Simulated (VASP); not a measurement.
# NbP (I4_1md) in VASP: further runs

One crystal, NbP, is run at these levels: PBE; tasks: relaxation of cell and atoms.

Program: VASP 6.6.1. These are calculated values, not measurements. Logs are shortened: lines on timing, memory, paths and dates and some standing lists are left out, and cuts for length are marked.

### 1 The structure

Symmetry: I4_1md, No. 109, tetragonal system. The conventional cell has a = 3.350 Å, b = 3.350 Å, c = 11.480 Å, α = 90.00°, β = 90.00°, γ = 90.00°. Around Nb (site symmetry 2mm) lie 6 P at 2.55 Å. P (site symmetry 2mm) is surrounded by 6 Nb at 2.55 Å.

The cell is a database's computed one.

### 2 Relaxation of cell and atoms, PBE

INCAR

```
ALGO     = Normal         # electronic algorithm
EDIFF    = 1E-7           # SCF threshold, eV
EDIFFG   = -0.002         # ionic threshold
ENCUT    = 520            # plane-wave cutoff, eV
GGA      = PE             # functional
IBRION   = 2              # ionic algorithm
ISIF     = 3              # what is computed and relaxed
ISMEAR   = 0              # smearing method
LASPH    = True           # aspherical terms in the spheres
LCHARG   = False          # write CHGCAR
LREAL    = False          # projectors in reciprocal space
LWAVE    = False          # write WAVECAR
NELM     = 80             # most SCF steps
NSW      = 80             # ionic steps
PREC     = Accurate       # precision mode
SIGMA    = 0.1            # smearing width, eV
```

KPOINTS

```
k-points
0
Gamma
  18 18 18
```

POSCAR

```
NbP
1.0
   -1.6749232500      1.6749232500      5.7401081800
    1.6749232500     -1.6749232500      5.7401081800
    1.6749232500      1.6749232500     -5.7401081800
Nb P
2 2
Direct
    0.7498808000      0.7498808000      0.0000000000
    0.4998808000      0.9998808000      0.5000000000
    0.3327477700      0.3327477700      0.0000000000
    0.0827477800      0.5827477800      0.5000000000
```

Potentials or basis: VASP PAW PBE potentials, release 64 (Nb_pv, P).

Started as:

```
$ cat potpaw_PBE.64/Nb_pv/POTCAR potpaw_PBE.64/P/POTCAR > POTCAR
$ mpirun -np 1 vasp_std > vasp.out
```

OUTCAR:

```text
EDIFF = 1E-7
   EDIFFG = -0.002
   ENCUT = 520
   GGA = PE
   IBRION = 2
   ISIF = 3
   ISMEAR = 0
   LASPH = True
   LREAL = False
   NELM = 80
   NSW = 80
   PREC = Accurate

 ion  position               nearest neighbor table
   1  0.750  0.750  0.000-   4 2.55   4 2.55   3 2.55   3 2.55   3 2.55   3 2.55   2 3.32   2 3.32
                             2 3.32   2 3.32
   2  0.500  1.000  0.500-   3 2.55   3 2.55   4 2.55   4 2.55   4 2.55   4 2.55   1 3.32   1 3.32
                             1 3.32   1 3.32
   3  0.333  0.333  0.000-   2 2.55   2 2.55   1 2.55   1 2.55   1 2.55   1 2.55
   4  0.083  0.583  0.500-   1 2.55   1 2.55   2 2.55   2 2.55   2 2.55   2 2.55

  LATTYP: Found a body centered tetragonal cell.
 ALAT       =     3.3498465000
 C/A-ratio  =     3.4270872889

  Lattice vectors:

 A1 = (  -1.6749232500,   1.6749232500,   5.7401081800)
 A2 = (   1.6749232500,  -1.6749232500,   5.7401081800)
 A3 = (   1.6749232500,   1.6749232500,  -5.7401081800)

Analysis of symmetry for initial positions (statically):
=====================================================================
 Subroutine PRICEL returns:
 Original cell was already a primitive cell.

 Routine SETGRP: Setting up the symmetry group for a
 body centered tetragonal supercell.

 Subroutine GETGRP returns: Found  8 space group operations
 (whereof  4 operations were pure point group operations)
 out of a pool of 16 trial point group operations.

The static configuration has the point symmetry C_2v.
 The point group associated with its full space group is C_4v.

Analysis of symmetry for dynamics (positions and initial velocities):
=====================================================================
 Subroutine PRICEL returns:
 Original cell was already a primitive cell.

 Routine SETGRP: Setting up the symmetry group for a
 body centered tetragonal supercell.

 Subroutine GETGRP returns: Found  8 space group operations
 (whereof  4 operations were pure point group operations)
 out of a pool of 16 trial point group operations.

The dynamic configuration has the point symmetry C_2v.
 The point group associated with its full space group is C_4v.

 Subroutine INISYM returns: Found  8 space group operations
 (whereof  4 operations are pure point group operations),
 and found     1 'primitive' translations

----------------------------------------------------------------------------------------

                                     Primitive cell

  volume of cell :      64.4125

  direct lattice vectors                    reciprocal lattice vectors
    -1.674923250  1.674923250  5.740108180     0.000000000  0.298521141  0.087106372
     1.674923250 -1.674923250  5.740108180     0.298521141  0.000000000  0.087106372
     1.674923250  1.674923250 -5.740108180     0.298521141  0.298521141  0.000000000

  length of vectors
     6.209635875  6.209635875  6.209635875     0.310970082  0.310970082  0.422172647

  position of ions in fractional coordinates (direct lattice)
     0.749880800  0.749880800  0.000000000
     0.499880800  0.999880800  0.500000000
     0.332747770  0.332747770  0.000000000
     0.082747780  0.582747780  0.500000000

  ion indices of the primitive-cell ions
   primitive index   ion index
                 1           1
                 2           2
                 3           3
                 4           4

----------------------------------------------------------------------------------------

 KPOINTS: k-points

Automatic generation of k-mesh.
 Grid dimensions read from file:
 generate k-points for:   18   18   18

 Generating k-lattice:

  Cartesian coordinates                     Fractional coordinates (reciprocal lattice)
     0.000000000  0.016584508  0.004839243     0.055555556 -0.000000000  0.000000000
     0.016584508  0.000000000  0.004839243    -0.000000000  0.055555556  0.000000000
     0.016584508  0.016584508  0.000000000     0.000000000  0.000000000  0.055555556

  Length of vectors
     0.017276116  0.017276116  0.023454036

  Shift w.r.t. Gamma in fractional coordinates (k-lattice)
     0.000000000  0.000000000  0.000000000

 Subroutine IBZKPT returns following result:
 ===========================================

 Found    480 irreducible k-points:

 Following reciprocal coordinates:
            Coordinates               Weight
  0.000000  0.000000  0.000000      1.000000
  0.055556  0.000000 -0.000000      8.000000
  0.111111  0.000000 -0.000000      8.000000
  0.166667  0.000000 -0.000000      8.000000
  0.222222  0.000000 -0.000000      8.000000
  0.277778  0.000000 -0.000000      8.000000
[... 16 lines left out ...]
 -0.277778  0.055556  0.000000     16.000000
 -0.222222  0.055556  0.000000     16.000000
 [... further k-points ...]
   k-points           NKPTS =    480   k-points in BZ     NKDIM =    480   number of bands    NBANDS=     20
   number of dos      NEDOS =    301   number of ions     NIONS =      4
   total plane-waves  NPLWV = 110592
   dimension x,y,z NGX =    48 NGY =   48 NGZ =   48
   dimension x,y,z NGXF=    96 NGYF=   96 NGZF=   96
   ions per type =               2   2
   NGX,Y,Z   is equivalent  to a cutoff of  12.85, 12.85, 12.85 a.u.
   NGXF,Y,Z  is equivalent  to a cutoff of  25.70, 25.70, 25.70 a.u.
 SYSTEM =  unknown system
   PREC   = accura    normal or accurate (medium, high low for compatibility)
   ISTART =      0    job   : 0-new  1-cont  2-samecut
   ICHARG =      2    charge: 1-file 2-atom 10-const
   ISPIN  =      1    spin polarized calculation?
   LNONCOLLINEAR =      F non collinear calculations
   LSORBIT =      F    spin-orbit coupling
   LASPH  =      T    aspherical Exc in radial PAW
   ENCUT  =  520.0 eV  38.22 Ry    6.18 a.u.  11.55 11.55 11.55*2*pi/ulx,y,z
   NELM   =     80;   NELMIN=  2; NELMDL= -5     # of ELM steps
   EDIFF  = 0.1E-06   stopping-criterion for ELM
   LREAL  =      F    real-space projection
   EDIFFG = -.2E-02   stopping-criterion for IOM
   NSW    =     80    number of steps for IOM
   IBRION =      2    ionic relax: 0-MD 1-quasi-New 2-CG
   NFREE  =      1    steps in history (QN), initial steepest desc. (CG)
   ISIF   =      3    stress and relaxation
   ISYM   =      2    0-nonsym 1-usesym 2-fastsym
   POTIM  = 0.5000    time-step for ionic-motion
   TEBEG  =    0.0;   TEEND  =   0.0 temperature during run
   PSTRESS=    0.0 pullay stress
   NELECT =      32.0000    total number of electrons
   NUPDOWN=      -1.0000    fix difference up-down
   EMIN   =  10.00;   EMAX   =-10.00  energy-range for DOS
   EFERMI =   0.00;   METHOD = LEGACY
   ISMEAR =     0;   SIGMA  =   0.10  broadening in eV -4-tet -1-fermi 0-gaus
   EFERMI_NEDOS =   21; number of points for ismear=-14 and -15
   IALGO  =     38    algorithm
   IMIX   =      4    mixing-type and parameters
     AMIX     =   0.40;   BMIX     =  1.00
     AMIX_MAG =   1.60;   BMIX_MAG =  1.00
  volume/ion in A,a.u.               =      16.10       108.67
  Fermi-wavevector in a.u.,A,eV,Ry     =   1.296587  2.450193 22.873255  1.681137
  Thomas-Fermi vector in A             =   2.428033
   LORBIT       =      0    0 simple, 1 ext, 2 COOP (PROOUT), +10 PAW based schemes
   GGA     = PE    functional components
   LHFCALC =     F    Hartree Fock is set to
   AEXX    =    0.0000 exact exchange contribution
   IVDW    =     0    specifies the selected vdW correction
   LEPSILON=     F    determine dielectric tensor
   LRPA    =     F    only Hartree local field effects (RPA)
 conjugate gradient relaxation of ions
 non-spin polarized calculation
 Gauss-broadening in eV      SIGMA  =   0.10
  energy-cutoff  :      520.00
  volume of cell :       64.41
 maximum number of plane-waves:      1756
 NGX is ok and might be reduce to    48
   NGX = 23   NGY = 23   NGZ = 23

--------------------------------------- Ionic step        1  -------------------------------------------

 number of electron      32.0000003 magnetization

 Free energy of the ion-electron system (eV)
  ---------------------------------------------------
  ext. energy  EPLUGINS =         0.00000000
  ---------------------------------------------------
  free energy    TOTEN  =       -34.97062096 eV

  energy without entropy =      -34.96857098  energy(sigma->0) =      -34.96959597

------------------------ aborting loop because EDIFF is reached ----------------------------------------

  FORCE on cell =-STRESS in cart. coord.  units (eV):
  Direction    XX          YY          ZZ          XY          YZ          ZX
  --------------------------------------------------------------------------------------
  -------------------------------------------------------------------------------------
  Total        0.1849821      0.1849821     -0.1148128      0.0000000      0.0000000      0.0000000
  in kB        4.6011923      4.6011923     -2.8558212      0.0000000      0.0000000      0.0000000
  external PRESSURE =       2.1155211 kB  Pullay stress =       0.0000000 kB
[... 175 lines left out ...]
  energy  without entropy=      -34.9690465866  energy(sigma->0) =      -34.97010550

--------------------------------------- Ionic step        6  -------------------------------------------

 number of electron      32.0000002 magnetization

 Free energy of the ion-electron system (eV)
  ---------------------------------------------------
  ext. energy  EPLUGINS =         0.00000000
  ---------------------------------------------------
  free energy    TOTEN  =       -34.97117298 eV

  energy without entropy =      -34.96905613  energy(sigma->0) =      -34.97011456

 E-fermi :   7.0695     XC(G=0): -11.9479

 val. band max:        7.0617121736   @ k =  -0.0556  -0.4444   0.0556
 cond. band min:       7.0714216711   @ k =  -0.1111   0.3889   0.1111
 fundamental gap:      0.0097094975
 Fermi energy:         7.0695145999

 k-point     1 :       0.0000    0.0000    0.0000
  band No.  band energies     occupation
      1     -24.1681      2.00000
      2     -23.9833      2.00000
      3     -23.9833      2.00000
      4     -23.8308      2.00000
      5     -23.8308      2.00000
      6     -23.7854      2.00000
[... 12 lines left out ...]
     19       9.7535      0.00000
[... 513 lines left out ...]
      4     -23.9333      2.00000
      5     -23.8277      2.00000
      6     -23.7933      2.00000
[... 12 lines left out ...]
     19       8.9076      0.00000
     20       9.8478      0.00000

 [... further k-points ...]

------------------------ aborting loop because EDIFF is reached ----------------------------------------

  FORCE on cell =-STRESS in cart. coord.  units (eV):
  Direction    XX          YY          ZZ          XY          YZ          ZX
  --------------------------------------------------------------------------------------
  -------------------------------------------------------------------------------------
  Total       -0.0023724     -0.0023724     -0.0017885      0.0000000      0.0000000      0.0000000
  in kB       -0.0589738     -0.0589738     -0.0444588      0.0000000      0.0000000      0.0000000
  external PRESSURE =      -0.0541355 kB  Pullay stress =       0.0000000 kB
[... 19 lines left out ...]
  FREE ENERGIE OF THE ION-ELECTRON SYSTEM (eV)
  ---------------------------------------------------
  free  energy   TOTEN  =       -34.9711729810 eV

  energy  without entropy=      -34.9690561333  energy(sigma->0) =      -34.97011456

 reached required accuracy - stopping structural energy minimisation
```

Run time: 30 min. Hardware: 1 thread of Intel Xeon 6975P-C (Granite Rapids), shared host; peak memory 0.76 GiB.

Results:

```yaml
Free_energy: -34.9712 eV
Relaxed_volume: 16.11 Å³/atom
Relaxed_cell: a = 6.196 Å, b = 6.196 Å, c = 6.196 Å, α = 148.58°, β = 148.58°, γ = 45.04°
Space_group_after_relaxing_to_0.05_Å: I4_1md (No. 109)
Energy_gained_by_relaxing: 0.1 meV/atom
Ionic_steps: 6
Pressure_after_relaxing: 0.0 GPa
Band_gap_on_the_k_mesh: none (metal or under the smearing width)
```

Step by step:
| step | energy change (eV) | largest force (eV/Å) | pressure (GPa) | volume (Å³) |
| --- | --- | --- | --- | --- |
| 1 | 0.0000 | 0.0176 | 0.21 | 64.41 |
| 2 | -0.0003 | 0.0189 | -0.44 | 64.61 |
| 3 | -0.0004 | 0.0188 | -0.24 | 64.55 |
| 4 | -0.0005 | 0.0078 | 0.08 | 64.42 |
| 5 | -0.0005 | 0.0100 | 0.02 | 64.44 |
| 6 | -0.0006 | 0.0019 | -0.01 | 64.45 |

Final structure:
```yaml
crystal:
  lattice:
    - [-1.67788, 1.67788, 5.72359]
    - [1.67788, -1.67788, 5.72359]
    - [1.67788, 1.67788, -5.72359]
  atoms:
    - { symbol: Nb, position: [0.75006, 0.75006, 0.00000] }
    - { symbol: Nb, position: [0.50006, 0.00006, 0.50000] }
    - { symbol: P, position: [0.33256, 0.33256, 0.00000] }
    - { symbol: P, position: [0.08256, 0.58256, 0.50000] }
```

### 3 Relaxation of cell and atoms, PBE

INCAR is that of step 2.

KPOINTS is that of step 2.

POSCAR

```
NbP                                     
1.0
   -1.6778754073      1.6778754073      5.7235870204
    1.6778754073     -1.6778754073      5.7235870204
    1.6778754073      1.6778754073     -5.7235870204
  Nb              P             
     2     2
Direct
     0.7500641590558540    0.7500641590558540    1.0000000000000000
     0.5000641590558539    0.0000641590558541    0.5000000000000000
     0.3325644109441432    0.3325644109441432    0.0000000000000000
     0.0825644209441440    0.5825644209441440    0.5000000000000000
```

Potentials or basis: VASP PAW PBE potentials, release 64 (Nb_pv, P).

Started as:

```
$ cat potpaw_PBE.64/Nb_pv/POTCAR potpaw_PBE.64/P/POTCAR > POTCAR
$ mpirun -np 1 vasp_std > vasp.out
```

It took 12 min on 1 thread of Intel Xeon 6975P-C (Granite Rapids), shared host; peak memory 0.76 GiB.

The run converged. Its results:

```yaml
Free_energy: -34.9712 eV
Relaxed_volume: 16.11 Å³/atom
Relaxed_cell: a = 6.196 Å, b = 6.196 Å, c = 6.196 Å, α = 148.58°, β = 148.58°, γ = 45.04°
Space_group_after_relaxing_to_0.05_Å: I4_1md (No. 109)
Energy_gained_by_relaxing: 0.0 meV/atom
Ionic_steps: 2
Pressure_after_relaxing: 0.0 GPa
Band_gap_on_the_k_mesh: none (metal or under the smearing width)
```

Final structure:
```yaml
crystal:
  lattice:
    - [-1.67781, 1.67781, 5.72334]
    - [1.67781, -1.67781, 5.72334]
    - [1.67781, 1.67781, -5.72334]
  atoms:
    - { symbol: Nb, position: [0.75006, 0.75006, 0.00000] }
    - { symbol: Nb, position: [0.50006, 0.00006, 0.50000] }
    - { symbol: P, position: [0.33257, 0.33257, 0.00000] }
    - { symbol: P, position: [0.08257, 0.58257, 0.50000] }
```

Levels at points of the mesh, in eV from the Fermi level:
```tsv
k point	band 12	band 13	band 14	band 15	band 16	band 17	band 18	band 19	band 20
(0.00, 0.00, 0.00)	-2.24	-2.13	-1.70	-1.36	-1.36	0.79	1.56	2.68	3.13
(0.50, 0.00, 0.00)	-3.23	-2.33	-1.85	-1.50	-0.08	0.05	1.30	2.46	2.60
(0.50, 0.50, 0.00)	-4.63	-2.84	-2.84	-0.44	-0.44	2.91	2.91	3.03	3.03
(0.50, 0.50, 0.50)	-2.71	-2.66	-2.66	-0.52	-0.52	1.15	1.15	2.29	2.29
```
